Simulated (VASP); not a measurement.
**AgBr in VASP 6.6.1, single-point calculation**

INCAR

```
NBANDS = 16
SIGMA = 0.02
LWAVE = .FALSE.
PREC = Accurate
LCHARG = .FALSE.
IBRION = -1
LASPH = .TRUE.
ISMEAR = -1
NSW = 0
EDIFF = 1E-7
GGA = PE
NELM = 120
BMIX = 3
LREAL = .FALSE.
ISIF = 2
ENCUT = 520
```

KPOINTS

```
KPOINTS created by Atomic Simulation Environment
0
Gamma
8 8 8
0 0 0
```

POSCAR

```
Ag Br
 1.0000000000000000
     0.0000000000000000    2.8638060222999999    2.9231489486000002
     2.8638060222999999    0.0000000000000000    2.9231489486000002
     2.8638060222999999    2.8638060222999999    0.0000000000000000
 Ag  Br
   1   1
Cartesian
  0.0000000000000000  0.0000000000000000  0.0000000000000000
  2.8638060222999999  2.8638060222999999  2.9231489486000002
```

The recommended PBE PAW datasets give the neutral cell 18 valence electrons.

Command

```
mpirun -np 1 vasp_std
```

Predict the outcome of this run.

It converged. Results: gap between bands v and c on the k mesh 0.61 eV; least direct gap on the k mesh 2.52 eV; pressure 1.6 GPa. Band v is the last that the valence electrons fill when counted band by band, and c is the next.

OSZICAR

```
N       E                     dE             d eps       ncg     rms          rms(c)
DAV:   1     0.990084549101E+02    0.99008E+02   -0.82826E+03  1904   0.996E+02
DAV:   2    -0.161368262072E+01   -0.10062E+03   -0.92926E+02  2312   0.216E+02
DAV:   3    -0.508938785369E+01   -0.34757E+01   -0.34686E+01  2328   0.421E+01
DAV:   4    -0.510779573033E+01   -0.18408E-01   -0.18407E-01  2416   0.334E+00
DAV:   5    -0.510797665866E+01   -0.18093E-03   -0.18093E-03  2360   0.322E-01    0.578E+00
DAV:   6    -0.504531799000E+01    0.62659E-01   -0.31544E-02  2384   0.248E+00    0.364E+00
DAV:   7    -0.499324888186E+01    0.52069E-01   -0.83014E-02  2288   0.386E+00    0.753E-01
DAV:   8    -0.499002427935E+01    0.32246E-02   -0.28699E-02  2032   0.123E+00    0.395E-01
DAV:   9    -0.498963134973E+01    0.39293E-03   -0.22195E-03  2240   0.639E-01    0.123E-01
DAV:  10    -0.498982747734E+01   -0.19613E-03   -0.81606E-04  2184   0.248E-01    0.689E-02
DAV:  11    -0.498989730777E+01   -0.69830E-04   -0.74627E-05  2200   0.635E-02    0.171E-02
DAV:  12    -0.498991732415E+01   -0.20016E-04   -0.14992E-05  2208   0.341E-02    0.199E-02
DAV:  13    -0.498991837514E+01   -0.10510E-05   -0.17621E-06  2304   0.947E-03    0.688E-03
DAV:  14    -0.498991830841E+01    0.66730E-07   -0.35792E-07  2248   0.410E-03
   1 F= -.49899183E+01 E0= -.49899183E+01  d E =-.129966E-08
```

For comparison, a separate PBE run of the intended cell, on usual settings and not on those above, gives a gap of 0.61 eV on its mesh and a pressure of 1.6 GPa.
